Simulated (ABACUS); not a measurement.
# BN (P6_3mc) in ABACUS: further runs

Runs on BN. Level: PBE. Tasks: single point.

Program: ABACUS 3.10.1. These are calculated values, not measurements. Logs are shortened: lines on timing, memory, paths and dates and some standing lists are left out, and cuts for length are marked.

## 1. The crystal as given

It takes space group P6_3mc (No. 186, hexagonal). The conventional cell has a = 2.554 Å, b = 2.554 Å, c = 4.227 Å, α = 90.00°, β = 90.00°, γ = 120.00°. N (site symmetry 3m) has 4 B at 1.57 to 1.58 Å as nearest neighbours. Around B (site symmetry 3m) lie 4 N at 1.57 to 1.58 Å.

Measurements of this composition are mostly on another form, of space group No. 194.

## 2. Single point, PBE

File INPUT:

```
INPUT_PARAMETERS
suffix              BN
calculation         scf
basis_type          lcao
pseudo_dir          ./
orbital_dir         ./
symmetry            1
dft_functional      pbe
ecutwfc             100
pseudo_rcut         10
nspin               1
nbands              12
ks_solver           genelpa
smearing_method     fd
smearing_sigma      0.00367493
scf_thr             1e-07
scf_nmax            100
mixing_type         broyden
mixing_beta         0.7
cal_force           1
cal_stress          1
out_mul             1
```

File STRU:

```
ATOMIC_SPECIES
N 14.0070 N.upf
B 10.8100 B.upf

NUMERICAL_ORBITAL
N_confined-atom_6au_2s2p1d.orb
B_confined-atom_7au_2s2p1d.orb

LATTICE_CONSTANT
1.8897261246

LATTICE_VECTORS
2.5539396017 0.0000000000 0.0000000000
-1.2769698009 2.2117765748 0.0000000000
0.0000000000 0.0000000000 4.2268550000

ATOMIC_POSITIONS
Direct

N
0.0
2
0.3333333333 0.6666666667 0.1252760000 1 1 1
0.6666666667 0.3333333333 0.6252760000 1 1 1

B
0.0
2
0.3333333333 0.6666666667 0.4997240000 1 1 1
0.6666666667 0.3333333333 0.9997240000 1 1 1
```

File KPT:

```
K_POINTS
0
Gamma
12 12 6 0 0 0
```

Potentials or basis: PseudoDojo NC SR 0.4.1 PBE standard, DZP LCAO (the cutoffs set its grid).

Command:

```bash
> OMP_NUM_THREADS=1 mpirun -np 4 abacus > log
```

running log:

```text
ABACUS v3.10.1

               Atomic-orbital Based Ab-initio Computation at UStc

 ------------------------------------------------------------------------------------

 READING GENERAL INFORMATION
                           global_out_dir = OUT.BN/
                           global_in_card = INPUT
                               pseudo_dir = ./
                              orbital_dir = ./
                                    DSIZE = 4
                                    GSIZE = 1
[... 5 lines left out ...]

 READING ATOM TYPE 1
                               atom label = N
                      L=0, number of zeta = 2
                      L=1, number of zeta = 2
                      L=2, number of zeta = 1
             number of atom for this type = 2

 READING ATOM TYPE 2
                               atom label = B
                      L=0, number of zeta = 2
                      L=1, number of zeta = 2
                      L=2, number of zeta = 1
             number of atom for this type = 2

                        TOTAL ATOM NUMBER = 4
DIRECT COORDINATES
    atom                   x                   y                   z     mag                  vx                  vy                  vz
taud_N1            0.3333333333        0.6666666667        0.1252760000  0.0000        0.0000000000        0.0000000000        0.0000000000
taud_N2            0.6666666667        0.3333333333        0.6252760000  0.0000        0.0000000000        0.0000000000        0.0000000000
taud_B1            0.3333333333        0.6666666667        0.4997240000  0.0000        0.0000000000        0.0000000000        0.0000000000
taud_B2            0.6666666667        0.3333333333        0.9997240000  0.0000        0.0000000000        0.0000000000        0.0000000000

                          Volume (Bohr^3) = 161.126
                             Volume (A^3) = 23.8764

 Lattice vectors: (Cartesian coordinate: in unit of a_0)
             +2.55394                  +0                  +0
             -1.27697            +2.21178                  +0
                   +0                  +0            +4.22685
 Reciprocal vectors: (Cartesian coordinate: in unit of 2 pi/a_0)
            +0.391552           +0.226063                  -0
                   -0           +0.452125                  -0
                   +0                  -0           +0.236583
 The esolver type has been set to : ksdft_lcao

                PAO radial cut off (Bohr) = 10

 Read in pseudopotential file is N.upf
                     pseudopotential type = NC
          exchange-correlation functional = PBE
                 nonlocal core correction = 1
                        valence electrons = 5
                                     lmax = 1
                           number of zeta = 2
                     number of projectors = 4
                           L of projector = 0
                           L of projector = 0
                           L of projector = 1
                           L of projector = 1
                PAO radial cut off (Bohr) = 10

 Read in pseudopotential file is B.upf
                     pseudopotential type = NC
          exchange-correlation functional = PBE
                 nonlocal core correction = 1
                        valence electrons = 3
                                     lmax = 1
                           number of zeta = 2
                     number of projectors = 4
                           L of projector = 0
                           L of projector = 0
                           L of projector = 1
                           L of projector = 1
     initial pseudo atomic orbital number = 16

 SETUP THE ELECTRONS NUMBER
             electron number of element N = 5
       total electron number of element N = 10
             electron number of element B = 3
       total electron number of element B = 6
            AUTOSET number of electrons:  = 16
                           occupied bands = 8
                                   NLOCAL = 52
                                   NBANDS = 12
                                   NBANDS = 12
                                   NLOCAL = 52

 SETUP THE PLANE WAVE BASIS
 energy cutoff for charge/potential (unit:Ry) = 400
            fft grid for charge/potential = [ 32, 32, 54 ]
                        fft grid division = [ 4, 4, 2 ]
        big fft grid for charge/potential = [ 8, 8, 27 ]
                                     nbxx = 448
                                     nrxx = 14336

 SETUP PLANE WAVES FOR CHARGE/POTENTIAL
                    number of plane waves = 21795
                         number of sticks = 649

 PARALLEL PW FOR CHARGE/POTENTIAL
     PROC   COLUMNS(POT)             PW
        1            162           5448
        2            162           5450
        3            163           5451
        4            162           5446
 --------------- sum -------------------
        4            649          21795
                            number of |g| = 986
                                  max |g| = 36.1234
                                  min |g| = 0

----------- Double Check Mixing Parameters Begin ------------
mixing_type: broyden
mixing_beta: 0.7
mixing_gg0: 1
mixing_gg0_min: 0.1
mixing_ndim: 8
[... 30 lines left out ...]
                                       C4 = 0
                                       C6 = 0
                                       S1 = 3
                                       S3 = 0
                                       S4 = 0
                                       S6 = 0
                              POINT GROUP = C_3v
                                       C2 = 1
                                       C3 = 2
                                       C4 = 0
                                       C6 = 2
                                       S1 = 6
                                       S3 = 0
                                       S4 = 0
                                       S6 = 0
               POINT GROUP IN SPACE GROUP = C_6v

 SETUP K-POINTS
                                    nspin = 1
                   Input type of k points = Monkhorst-Pack(Gamma)
                                   nkstot = 864
                       right hand lattice = 1
(for reciprocal lattice: )
                             BRAVAIS TYPE = 4
                     BRAVAIS LATTICE NAME = 04. Hexagonal cell
                                    ibrav = 4
                       right hand lattice = 1
(for k-lattice: )
                             BRAVAIS TYPE = 4
                     BRAVAIS LATTICE NAME = 04. Hexagonal cell
                                    ibrav = 4
                       right hand lattice = 1
                        ROTATION MATRICES = 24
                               nkstot_ibz = 76
K-POINTS REDUCTION ACCORDING TO SYMMETRY
     IBZ    DIRECT_X    DIRECT_Y    DIRECT_Z  WEIGHT  ibz2bz
       1  0.00000000  0.00000000  0.00000000  0.0012       0
       2 -0.08333333  0.08333333  0.00000000  0.0069       1
       3 -0.16666667  0.16666667  0.00000000  0.0069       2
       4 -0.25000000  0.25000000  0.00000000  0.0069       3
       5 -0.33333333  0.33333333  0.00000000  0.0069       4
       6 -0.41666667  0.41666667  0.00000000  0.0069       5
[... 22 lines left out ...]
      29 -0.25000000  0.33333333  0.16666667  0.0278     159
      30 -0.33333333  0.41666667  0.16666667  0.0278     160
[... 46 further k points ...]

                               nkstot now = 76
[... K-POINTS DIRECT COORDINATES: 76 rows ...]

           k-point number in this process = 76
       minimum distributed K point number = 76
[... stars of the k points ...]

[... K-POINTS CARTESIAN COORDINATES: 76 rows ...]

[... K-POINTS DIRECT COORDINATES: 76 rows ...]

 SETUP PLANE WAVES FOR WAVE FUNCTIONS
     energy cutoff for wavefunc (unit:Ry) = 100
              fft grid for wave functions = [ 32, 32, 54 ]
                    number of plane waves = 3983
                         number of sticks = 211

 PARALLEL PW FOR WAVE FUNCTIONS
     PROC   COLUMNS(POT)             PW
        1             52            996
        2             50            996
        3             57            995
        4             52            996
 --------------- sum -------------------
        4            211           3983

 SET NONLOCAL PSEUDOPOTENTIAL PROJECTORS
 SET NONLOCAL PSEUDOPOTENTIAL PROJECTORS
 max number of nonlocal projetors among all species is 4

 -------------------------------------------
 SELF-CONSISTENT
 -------------------------------------------

 SETUP SEARCHING RADIUS FOR PROGRAM TO SEARCH ADJACENT ATOMS
                  longest orb rcut (Bohr) = 7
   longest nonlocal projector rcut (Bohr) = 1.38
                     search radius (Bohr) = 16.8
              searching radius is (Bohr)) = 16.8
         searching radius unit is (Bohr)) = 1.89
                         PeriodicBoundary = 1
                        Radius(unit:lat0) = 8.87
                                   glayer = [ 6, 6, 4 ]
                             glayer_minus = [ 5, 5, 3 ]

Find the coordinate range of the input atom(unit:lat0).
                                  min_tau = [ -19.2, -10.3, -12.2 ]
                                  max_tau = [ 20.4, 12.5, 16.9 ]
                                BoxNumber = [ 11, 11, 7 ]

 SETUP EXTENDED REAL SPACE GRID FOR GRID INTEGRATION
                          real space grid = [ 32, 32, 54 ]
                 big cell numbers in grid = [ 8, 8, 27 ]
             meshcell numbers in big cell = [ 4, 4, 2 ]
                        extended fft grid = [ 14, 14, 24 ]
                dimension of extened grid = [ 37, 37, 76 ]
                            UnitCellTotal = 75
              Atom number in sub-FFT-grid = 4
    Local orbitals number in sub-FFT-grid = 52
                                ParaV.nnr = 43444
                                 init_chg = atomic

 LCAO ALGORITHM --------------- ION=   1  ELEC=   1--------------------------------

 Density error is 0.172669265387
----------------------------------------------------------
     Energy           Rydberg                 eV
----------------------------------------------------------
 E_KohnSham     -53.4623557436       -727.3926666161
 E_Harris       -51.4133687570       -699.5147684698
 E_Fermi        0.8118569893         11.0458810152
----------------------------------------------------------
[... 80 lines left out ...]
 Density error is 4.26078725739e-08
----------------------------------------------------------
     Energy           Rydberg                 eV
----------------------------------------------------------
 E_KohnSham     -53.5741552609       -728.9137770849
 E_KS(sigma->0) -53.5741552609       -728.9137770849
 E_Harris       -53.5741547598       -728.9137702675
 E_band         3.6965762747         50.2945004269
 E_one_elec     9.0980369034         123.7851425002
 E_Hartree      7.1914201779         97.8442911322
 E_xc           -17.4347181945       -237.2115104695
 E_Ewald        -52.4288941477       -713.3317002478
 E_entropy(-TS) -0.0000000000        -0.0000000000
 E_descf        0.0000000000         0.0000000000
 E_exx          0.0000000000         0.0000000000
 E_Fermi        0.9021365581         12.2741975639
----------------------------------------------------------

 charge density convergence is achieved
 final etot is -728.91377708 eV
 EFERMI = 12.274197564 eV

 STATE ENERGY(eV) AND OCCUPATIONS    NSPIN == 1
 1/76 kpoint (Cartesian) = 0.0000 0.0000 0.0000 (684 pws)
       1       -9.07317     0.00231481
       2       -5.02960     0.00231481
       3       0.311407     0.00231481
       4        9.02242     0.00231481
       5        9.02242     0.00231481
       6        10.8791     0.00231481
       7        11.1193     0.00231481
       8        11.1193     0.00231481
       9        19.4980    4.16237e-66
      10        19.4980    4.16237e-66
      11        19.7230    4.62006e-68
      12        20.7086    1.27091e-76
[... 57 lines left out ...]
 6/76 kpoint (Cartesian) = -0.16315 0.094193 0.0000 (690 pws)
       1       -5.79973      0.0138889
       2       -3.56545      0.0138889
       3        1.92285      0.0138889
       4        3.49664      0.0138889
       5        4.23514      0.0138889
       6        6.30599      0.0138889
       7        7.39717      0.0138889
       8        9.12348      0.0138889
       9        17.9530    6.56017e-52
      10        19.3776    2.77654e-64
      11        21.7098    1.53369e-84
      12        22.8949        0.00000

[... levels at 70 further k points ...]

 correction force for each atom along direction 1 is 0.00656670
 correction force for each atom along direction 2 is -0.00441694
 correction force for each atom along direction 3 is 6.64529e-07
------------------------------------------------------------------------------------------
 TOTAL-FORCE (eV/Angstrom)
------------------------------------------------------------------------------------------
                        N1         0.0000000000         0.0000000000         0.0150332218
                        N2         0.0000000000         0.0000000000         0.0150332218
                        B1         0.0000000000         0.0000000000        -0.0150332218
                        B2         0.0000000000         0.0000000000        -0.0150332218
------------------------------------------------------------------------------------------

----------------------------------------------------------------
 TOTAL-STRESS (KBAR)
----------------------------------------------------------------
         8.0797662995         0.0000000002         0.0000000000
         0.0000000002         8.0797662995        -0.0000000000
         0.0000000000         0.0000000000        -0.2010144590
----------------------------------------------------------------
 TOTAL-PRESSURE: 5.319506 KBAR

 --------------------------------------------
 !FINAL_ETOT_IS -728.9137770848687978 eV
 --------------------------------------------
```

Run time: 24 s. Hardware: 4 MPI ranks of Intel Xeon at 2.50GHz (Skylake/Cascade Lake), shared host; peak memory 0.4 GiB.

Results:

* Free energy: -728.9138 eV
* Pressure: 0.5 GPa
* Largest force: 0.015 eV/Å
* Band gap on the k mesh: 5.31 eV, indirect (least direct gap 8.33 eV)
* Mulliken charges: N -0.50, -0.51; B +0.50, +0.51 e

Forces on the atoms (eV/Å):
```
N    0.000  0.000  0.015
N    0.000  0.000  0.015
B    0.000  0.000 -0.015
B    0.000  0.000 -0.015
```

Levels at points of the mesh, in eV from the valence-band top:
```tsv
k point	band 4	band 5	band 6	band 7	band 8	band 9	band 10	band 11	band 12
(0.00, 0.00, 0.00)	-2.10	-2.10	-0.24	0.00	0.00	8.38	8.38	8.60	9.59
(0.50, 0.50, 0.00)	-7.73	-6.85	-4.95	-4.36	-2.12	6.78	8.00	10.61	11.66
(0.00, 0.00, 0.50)	-5.65	-1.17	-1.17	-1.17	-1.17	9.56	9.56	9.92	9.92
(0.50, 0.50, 0.50)	-9.92	-3.75	-3.75	-3.56	-3.56	6.64	6.64	10.06	10.06
```

Caveat: the atomic orbitals were generated for these runs and aren't a published set; Mulliken charges move with the basis; the basis of atomic orbitals isn't converged, which shifts pressures, moduli and gaps.

## 3. Single point, PBE (atoms moved at random, drawn with an rms of 0.05 Å)

INPUT is that of step 2.

STRU, as its differences from that of step 2:

```diff
@@ -22,4 +22,4 @@
 2
-0.3333333333 0.6666666667 0.1252760000 1 1 1
-0.6666666667 0.3333333333 0.6252760000 1 1 1
+0.3334880000 0.6536870000 0.1223270000 1 1 1
+0.6682570000 0.3213090000 0.6214650000 1 1 1
 
@@ -28,3 +28,3 @@
 2
-0.3333333333 0.6666666667 0.4997240000 1 1 1
-0.6666666667 0.3333333333 0.9997240000 1 1 1
+0.3232690000 0.6717890000 0.4884910000 1 1 1
+0.6967360000 0.3469010000 0.9952160000 1 1 1
```

KPT is that of step 2.

Potentials or basis: PseudoDojo NC SR 0.4.1 PBE standard, DZP LCAO (the cutoffs set its grid).

Command:

```bash
> OMP_NUM_THREADS=1 mpirun -np 4 abacus > log
```

Run time: 53 s. Hardware: 4 MPI ranks of Intel Xeon at 2.50GHz (Skylake/Cascade Lake), shared host; peak memory 0.56 GiB.

It converged, with:

```
Free energy            : -728.7843 eV
Pressure               : 1.9 GPa
Largest force          : 1.896 eV/Å
Band gap on the k mesh : 4.57 eV, indirect (least direct gap 7.40 eV)
Mulliken charges       : N -0.50, -0.51; B +0.51, +0.50 e
```

Forces in eV/Å, atoms in the order of the input:
```
N    0.793  1.296 -0.344
N   -0.645  0.956 -0.322
B    1.085 -0.859  1.035
B   -1.233 -1.393 -0.369
```

Stress tensor (GPa, compression positive):
```
2.79 1.57 0.80
1.57 1.71 1.63
0.80 1.63 1.14
```

Levels at points of the mesh, in eV from the valence-band top:
```
           k point  band 5  band 6  band 7  band 8  band 9  band 10  band 11  band 12
(0.00, 0.00, 0.00)   -2.26   -1.02   -0.60    0.00    7.40     7.96     8.31     9.25
(0.50, 0.00, 0.00)   -7.38   -5.24   -5.16   -2.26    6.31     7.45     9.78    11.33
(0.00, 0.50, 0.00)   -7.43   -5.50   -4.91   -2.47    6.09     7.33    10.06    10.98
(0.50, 0.50, 0.00)   -7.45   -5.51   -4.86   -2.60    6.07     7.22     9.88    11.05
(0.00, 0.00, 0.50)   -2.30   -1.92   -1.21   -0.95    8.39     8.54     9.14     9.40
(0.50, 0.00, 0.50)   -4.47   -4.29   -3.91   -3.69    6.04     6.11     9.59     9.91
(0.00, 0.50, 0.50)   -4.61   -4.33   -4.02   -3.74    5.93     6.25     9.28     9.86
(0.50, 0.50, 0.50)   -4.59   -4.35   -4.10   -3.79    6.00     6.21     9.21     9.66
```

Caveat: the atomic orbitals were generated for these runs and aren't a published set; Mulliken charges move with the basis; the basis of atomic orbitals isn't converged, which shifts pressures, moduli and gaps. A k mesh can miss the band edges.
